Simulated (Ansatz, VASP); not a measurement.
Te in VASP and in Ansatz

```
Te
1.0
    -1.92620    1.92620    1.92620
     1.92620   -1.92620    1.92620
     1.92620    1.92620   -1.92620
Te
1
Direct
  0.00000 0.00000 0.00000
```

Alike in both runs: functional PBE; k mesh 14 × 14 × 14; occupations fermi-dirac, width 0.05 eV; no spin polarisation.

Ansatz relaxed the structure, and its values are those at the end. VASP's run is a single point on that final structure, the one shown.

```csv
,VASP,Ansatz
version,VASP 6.6.1,Ansatz 0.2.0
potentials or method,"VASP PAW PBE potentials, release 64 (Te)","PAW with Ansatz's default frozen-core files, scalar-relativistic"
plane-wave cutoff (eV),520,420
valence electrons in the cell,6,16
```

|  | VASP | Ansatz | Ansatz less VASP |
| --- | --- | --- | --- |
| pressure (GPa) | -0.1 | 0.0 | +0.08 |

With one functional, cell and mesh, what is left measures potentials, basis and numerics. The two sets of potentials don't hold the same shells in valence.

The runs have no spin-orbit coupling, so splittings on Te are missing.
